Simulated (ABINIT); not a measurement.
A run of ABINIT 10.8.3 (patched build) is set up as follows.

File run.abi:

```
ndtset 2

pp_dirpath "./"
pseudos "Ni.upf, Ti.upf"

acell 3*1.0
rprim
     5.1699184009     0.0000000000     0.0000000000
     0.0000000000     5.1699184009     0.0000000000
     0.0000000000     0.0000000000     6.7678840400
ntypat 2
znucl 28 22
natom 2
typat 1 2
xred
            0.0            0.0            0.0
            1/2            1/2            1/2

ecut 1251.723767 eV

ngkpt 10 10 8
nshiftk 1
shiftk 0.0 0.0 0.0

ixc 7

nband 24
occopt 6
tsmear 0.00499791

nsppol 2
spinat
     0.0000000000     0.0000000000     1.0000000000
     0.0000000000     0.0000000000     1.0000000000

nstep 80

prteig 0
prtebands 0
prtwf 0
prtden 0
prtpot 0

kptopt1 1
tolvrs1 1.0e-15
prtwf1 1
tolwfr1 1.0e-14
nbdbuf1 4
nline1 6

rfphon2 1
rfatpol2 1 2
rfdir2 1 1 1
getwfk2 1
kptopt2 2
nqpt2 1
qpt2 0.0 0.0 0.0
tolvrs2 1.0e-10
```

File mrgddb.in:

```
merged_DDB
TiNi
2
runo_DS1_DDB
runo_DS2_DDB
```

anaddb.abi

```
ddb_filepath "merged_DDB"
output_file "anaddb.abo"
outdata_prefix "ana"
asr 2
chneut 0
dipdip 0
dieflag 0
enunit 0
eivec 1
nph1l 1
qph1l 0.0 0.0 0.0 1.0
```

Potentials or basis: PseudoDojo NC SR LDA v0.4.1 standard.

Command:

```console
$ mpirun --bind-to none -np 4 abinit run.abi > log 2>&1
$ mrgddb < mrgddb.in > mrgddb.log 2>&1
$ anaddb anaddb.abi > anaddb.log 2>&1
```

Problem. What does it give for the highest phonon frequency at Γ?

Solution. 190 cm⁻¹.

Problem. Estimate the band gap on the k mesh.

Solution. None (metal or under the smearing width).

Stress tensor (GPa, compression positive):
```
-11.35   0.00   0.00
  0.00 -11.35   0.00
  0.00   0.00 -13.98
```

Caveat: the cell is more than 3 GPa from zero pressure, which shifts response properties; small starting moments can end in a higher magnetic state in this program.
